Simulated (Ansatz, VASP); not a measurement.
**Two plane-wave programs on Si3O2**

```xyz
5
Lattice="3.4779 0.0000 0.0000 -1.7390 3.0120 0.0000 0.0000 0.0000 5.4320" Properties=species:S:1:pos:R:3 pbc="T T T"
Si    0.4347    0.7530    0.0000
Si    2.6085    0.0000    0.0000
Si   -1.3042    2.2590    0.0000
O     0.0000    2.0080    1.3580
O     1.7390    1.0040    4.0740
```

Change from the starting cell: species swapped into the Ce2O3 type (P321, No. 150).

Alike in both runs: task relaxation of cell and atoms; functional PBE; k mesh 6 × 6 × 4; occupations gaussian, width 0.1 eV; no spin polarisation.

|  | VASP | Ansatz |
| --- | --- | --- |
| version | VASP 6.6.1 | Ansatz 0.2.0 |
| potentials or method | VASP PAW PBE potentials, release 64 (Si, O) | scalar-relativistic, plane waves, PAW |
| plane-wave cutoff (eV) | 600 | 420 |
| valence electrons in the cell | 24 | 24 |

|  | VASP | Ansatz | Ansatz less VASP |
| --- | --- | --- | --- |
| gap on the k mesh at the Fermi level, each at its own relaxed structure (eV) | none | none | - |
| relaxed volume (Å³/atom) | 15.84 | 16.13 | +0.288 |
| relaxed cell length with the largest relative difference (Å) | 4.308 | 4.345 | +0.0375 |
| energy change over the relaxation (meV/atom) | -6390 | -6458 | -68.4 |

A gap of «none» marks a metal or a gap that the smearing closes.

Caveats: the volume moved by over 15 % at a fixed basis, so the end points are rough (VASP).
